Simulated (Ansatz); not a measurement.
A run of Ansatz 0.2.0 is set up as follows.

input.yaml

```yaml
crystal:
  lattice:
    - [-1.5838089719, 1.5838089719, 1.5838089719]
    - [1.5838089719, -1.5838089719, 1.5838089719]
    - [1.5838089719, 1.5838089719, -1.5838089719]
  atoms:
    - { symbol: Mo, position: [0.0, 0.0, 0.0] }
hamiltonian:
  xc: pbe
  pseudopotentials: { kind: paw }
kpoints:
  mp_grid: { grid: [12, 12, 12] }
scf:
  occupations: { method: fermi_dirac, width: 0.05 }
output:
  forces: true
  stress: true
  eigenvalues: true
  write_density: true
  write_potential: true
  elf: true
  volumetric_format: npy
relax:
  f_tol: 0.01
  max_steps: 40
  cell: { stress_tol: 0.05, p_target: 10.0 }
```

Potentials or basis: Ansatz PAW.

The run is started by

```bash
$ ansatz run input.yaml --threads 2 --pin off --max-ram 5632MiB --backend cpu --events-out ev --progress --plain --runs-dir out
```

Problem. What does it give for the relaxed cell?

Solution. a = 2.705 Å, b = 2.705 Å, c = 2.705 Å, α = 109.47°, β = 109.47°, γ = 109.47°.

Problem. What does it give for the band gap on the k mesh?

Solution. None (metal or under the smearing width).

Problem. Estimate the space group after relaxing (to 0.05 Å).

Solution. Im-3m (No. 229).

Problem. Predict the relaxed volume.

Solution. 15.23 Å³/atom.

Final structure:
```xyz
1
Lattice="-1.5615 1.5615 1.5615 1.5615 -1.5615 1.5615 1.5615 1.5615 -1.5615" Properties=species:S:1:pos:R:3 pbc="T T T"
Mo    0.0000    0.0000    0.0000
```
